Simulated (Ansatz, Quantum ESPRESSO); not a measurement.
This is a calculation of Na for Ansatz 0.2.0. This isn't the form of Na at room conditions, which is bcc.

File input.yaml:

```yaml
crystal:
  lattice:
    - [3.7003831212, 0.0, 0.0]
    - [-1.8501915606, 3.2046257867, 0.0]
    - [0.0, 0.0, 12.53732154]
  atoms:
    - { symbol: Na, position: [0.6666666667, 0.3333333333, 0.75] }
    - { symbol: Na, position: [0.0, 0.0, 0.5] }
    - { symbol: Na, position: [0.3333333333, 0.6666666667, 0.25] }
    - { symbol: Na, position: [0.0, 0.0, 0.0] }
kpoints:
  mp_grid: { grid: [8, 8, 3] }
scf:
  occupations: { method: fermi_dirac, width: 0.05 }
hamiltonian:
  xc: pbesol
  pseudopotentials: { kind: all_electron, lapw: { basis_error: 0.001 } }
output:
  forces: true
  stress: true
  eigenvalues: true
  populations: true
```

Potentials or basis: all-electron LAPW, scalar-relativistic.

Command:

```console
$ ansatz run input.yaml --threads 2 --pin off --max-ram 8192MiB --backend cpu --events-out ev --progress --plain --runs-dir out
```

**Question.** Set up the same calculation for Quantum ESPRESSO 7.5. Potentials or basis there: GBRV 1.5 PBEsol, cutoff 612 eV.

**Answer.** As run (cutoffs and basis follow the program's own potentials, and thresholds, step limits or extra output files can differ):

File pw.in:

```
&CONTROL
  calculation = 'scf'
  prefix = 'pwscf'
  outdir = './tmp'
  pseudo_dir = './pseudo'
  tprnfor = .true.
  tstress = .true.
  disk_io = 'low'
/
&SYSTEM
  ibrav = 0
  celldm(1) = 8
  nat = 4
  ntyp = 1
  ecutwfc = 45
  ecutrho = 360
  nbnd = 26
  occupations = 'smearing'
  smearing = 'fd'
  degauss = 0.00367493
/
&ELECTRONS
  conv_thr = 8d-10
  electron_maxstep = 120
  mixing_beta = 0.5
/
ATOMIC_SPECIES
Na    22.9898 na_pbesol_v1.5.uspp.F.UPF
CELL_PARAMETERS alat
  0.8740888319070   0.0000000000000   0.0000000000000
 -0.4370444159535   0.7569831335971   0.0000000000000
  0.0000000000000   0.0000000000000   2.9615130058714
ATOMIC_POSITIONS crystal
Na     0.6666666667    0.3333333333    0.7500000000
Na     0.0000000000    0.0000000000    0.5000000000
Na     0.3333333333    0.6666666667    0.2500000000
Na     0.0000000000    0.0000000000    0.0000000000
K_POINTS automatic
8 8 3 0 0 0
```

Contents of pp_density.in:

```
&INPUTPP
  prefix = 'pwscf'
  outdir = './tmp'
  filplot = 'density.dat'
  plot_num = 0
/
&PLOT
  nfile = 1
  filepp(1) = 'density.dat'
  iflag = 3
  output_format = 6
  fileout = 'density.cube'
/
```

The input pp_potential.in:

```
&INPUTPP
  prefix = 'pwscf'
  outdir = './tmp'
  filplot = 'potential.dat'
  plot_num = 11
/
&PLOT
  nfile = 1
  filepp(1) = 'potential.dat'
  iflag = 3
  output_format = 6
  fileout = 'potential.cube'
/
```

Potentials or basis: GBRV 1.5 PBEsol.

The run is started by

```sh
$ OMP_NUM_THREADS=1 mpirun -n 2 pw.x -nk 2 -in pw.in > pw.out
$ OMP_NUM_THREADS=1 mpirun -n 1 pp.x -in pp_density.in > pp_density.out
$ OMP_NUM_THREADS=1 mpirun -n 1 pp.x -in pp_potential.in > pp_potential.out
```

Both were run:

|  | Ansatz | Quantum ESPRESSO |
| --- | --- | --- |
| Pressure | -0.1 GPa | -0.2 GPa |

Where Ansatz's input types no cutoff or centring, it takes its own default and a Γ-centred mesh.

Pressure is positive in compression.
